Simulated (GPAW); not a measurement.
Au:

```
Au
1.0
    -1.65727    1.65727    1.65727
     1.65727   -1.65727    1.65727
     1.65727    1.65727   -1.65727
Au
1
Direct
  0.00000 0.00000 0.00000
```

This isn't the form of Au at room conditions, which is fcc.

| Quantity | Value |
| --- | --- |
| Program | GPAW 26.7.0 |
| Task | relaxation of cell and atoms |
| Functional | PBEsol |
| Dispersion | D4 |
| Potentials or basis | PAW data sets generated in the run's folder for this functional |
| Cutoff | 600 eV |
| Basis | pw |
| k mesh | 11 × 11 × 11 |
| Occupations | fermi-dirac, width 0.05 eV |
| Spin | no spin polarisation |

At the start: pressure -9.8 GPa; volume 18.21 Å³/atom.

Where does the relaxation end?

Over 4 steps the energy falls by 38.7 meV/atom and the volume is 17.04 Å³/atom (-6.4 %); space group Im-3m (No. 229, to 0.05 Å).

Step by step:
```csv
step,energy change (eV),largest force (eV/Å),pressure (GPa),volume (Å³)
1,0.0000,0.0000,-9.83,18.21
2,-0.0354,0.0000,-3.16,17.36
3,-0.0387,0.0000,0.49,16.99
4,-0.0387,0.0000,-0.02,17.04
```

Final structure:
```
CELL_PARAMETERS angstrom
-1.62109 1.62109 1.62109
1.62109 -1.62109 1.62109
1.62109 1.62109 -1.62109
ATOMIC_POSITIONS crystal
Au 0.00000 0.00000 0.00000
```

Caveat: with this Au data set, volumes or pressures lay over 1.5 % or 2 GPa off other programs in two to four cells of ten; later steps reuse the first step's grids; pairwise dispersion overbinds metals, which lowers pressure and volume.
